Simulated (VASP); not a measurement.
Write the native input for VASP 6.6.1 that does the following.

| Property | Result |
| --- | --- |
| Task | relaxation of cell and atoms |
| Functional | PBE |
| Potentials or basis | VASP PAW PBE potentials, release 64 (Sn_d, O) |
| Cutoff | 600 eV |
| k mesh | 6 × 6 × 9 |
| Occupations | gaussian, width 0.02 eV |
| Spin | no spin polarisation |
| Further INCAR settings | ALGO = Normal; EDIFF = 1e-06; IBRION = 2; EDIFFG = -0.005; NSW = 80; ISIF = 3 |

The structure of SnO2 lies in POSCAR:

```
SnO2                                    
1.0
    4.8301443207      0.0000000000      0.0000000000
   -0.0000000000      4.8301443207      0.0000000000
    0.0000000000      0.0000000000      3.2422423935
  Sn              O             
     2     4
Direct
     0.5000000000000000    0.5000000000000000    0.5000000000000000
     0.0000000000000000    0.0000000000000000    0.0000000000000000
     0.1934471956203748    0.8065528043796253    0.5000000000000000
     0.8065528043796253    0.1934471956203748    0.5000000000000000
     0.3065528043796253    0.3065528043796253    0.0000000000000000
     0.6934471956203747    0.6934471956203747    0.0000000000000000
```

The cell is a database's computed one.

One way to write it, as run:

INCAR

```
SYSTEM = SnO2
PREC = Accurate
ENCUT = 600
EDIFF = 1E-6
ISMEAR = 0
SIGMA = 0.02
LREAL = .False.
LASPH = .True.
NELM = 120
ALGO = Normal
ISIF = 3
LWAVE = .False.
LCHARG = .False.
GGA = PE
IBRION = 2
NSW = 80
EDIFFG = -0.005
KPAR = 4
```

KPOINTS

```
Automatic mesh
0
Gamma
  6 6 9
  0 0 0
```

Potentials or basis: VASP PAW PBE potentials, release 64 (Sn_d, O).

Launch:

```sh
$ cat potpaw_PBE.64/Sn_d/POTCAR potpaw_PBE.64/O/POTCAR > POTCAR
$ mpirun -np 4 vasp_std > vasp.out
```

Results of the run:

```json
{
  "Pressure after relaxing": "0.0 GPa",
  "Band gap on the k mesh": "0.64 eV, direct"
}
```

Caveat: the relaxation stopped at its first step, so nothing moved; spin-orbit coupling is left out, which moves the levels of the heavy elements.

It took 19 s on 4 MPI ranks on Intel(R) Xeon(R) 6975P-C (Granite Rapids), on a shared host, peak memory 0.27 GiB a rank.
